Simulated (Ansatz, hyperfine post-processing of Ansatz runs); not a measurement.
# Na3FeBPO7: isotropic lines and sites in a paramagnetic 31P spectrum

Calculated values: DFT, PBEsol+U, plane-wave PAW, default files (PAW set soft_2), collinear spin, scalar-relativistic (Ansatz), contact and point-dipole shifts scaled to 330 K with Θ = 0 K (a pure Curie law); spin-only moments, above the ordering temperature.

```cif
data_structure
_symmetry_space_group_name_H-M 'P 1'
_symmetry_Int_Tables_number 1
_cell_length_a 5.2447
_cell_length_b 6.6957
_cell_length_c 8.9431
_cell_angle_alpha 90.000
_cell_angle_beta 90.942
_cell_angle_gamma 90.000
_cell_volume 314.01
loop_
_atom_site_label
_atom_site_type_symbol
_atom_site_fract_x
_atom_site_fract_y
_atom_site_fract_z
_atom_site_occupancy
Fe1 Fe 0.22514 0.75000 0.33981 1
Fe2 Fe 0.77486 0.25000 0.66019 1
P3 P 0.28197 0.25000 0.42414 1
P4 P 0.71803 0.75000 0.57586 1
Na5 Na 0.24149 0.25000 0.07430 1
Na6 Na 0.75109 0.00150 0.25132 1
Na7 Na 0.75109 0.49850 0.25132 1
Na8 Na 0.24891 0.50150 0.74868 1
Na9 Na 0.24891 0.99850 0.74868 1
Na10 Na 0.75851 0.75000 0.92570 1
O11 O 0.69948 0.25000 0.08068 1
O12 O 0.03232 0.75000 0.13869 1
O13 O 0.46997 0.75000 0.17419 1
O14 O 0.21719 0.06455 0.32666 1
O15 O 0.21719 0.43545 0.32666 1
O16 O 0.57315 0.25000 0.46490 1
O17 O 0.87021 0.75000 0.42936 1
O18 O 0.12979 0.25000 0.57064 1
O19 O 0.42685 0.75000 0.53510 1
O20 O 0.78281 0.56455 0.67334 1
O21 O 0.78281 0.93545 0.67334 1
O22 O 0.53003 0.25000 0.82581 1
O23 O 0.96768 0.25000 0.86131 1
O24 O 0.30052 0.75000 0.91932 1
B25 B 0.26814 0.75000 0.06822 1
B26 B 0.73186 0.25000 0.93178 1
```

31P MAS at 7.05 T (121.6 MHz), 62.5 kHz, 330 K; contact and dipolar shift alone, no orbital or quadrupolar part; lines under 1.5 % of the strongest are left out. NMR lines, with heights relative to the strongest:

| position (ppm) | intensity |
| --- | --- |
| 16018.1 | 9.1 |
| 16532.0 | 29 |
| 17045.9 | 100 |
| 17559.8 | 37 |
| 18073.7 | 6.0 |

**Question.** Which lines are isotropic ones rather than spinning sidebands, and which P atoms give them?

Sidebands are spaced by 514 ppm (the spinning rate over the resonance of 121.6 MHz). An isotropic line need not be the tallest: it is the area-weighted centre of its own family of sidebands, and the one that stays put when the rate is changed. Isotropic shifts: 17046 ppm for atom 3 and the 1 atom equivalent to it (4 Fe through links of 134 to 140° (3) and 145° (1)), reduced anisotropy -962 ppm.

[Logs are printed without paths, hosts, clocks, repeated set-up lines and the standing remarks that a program may print on its own settings, such as how far it seeks lower states.]

[Hosts, paths, dates, database ids (printed as entryN), source tags and the programs' standing remarks are cut or masked in the printed files.]
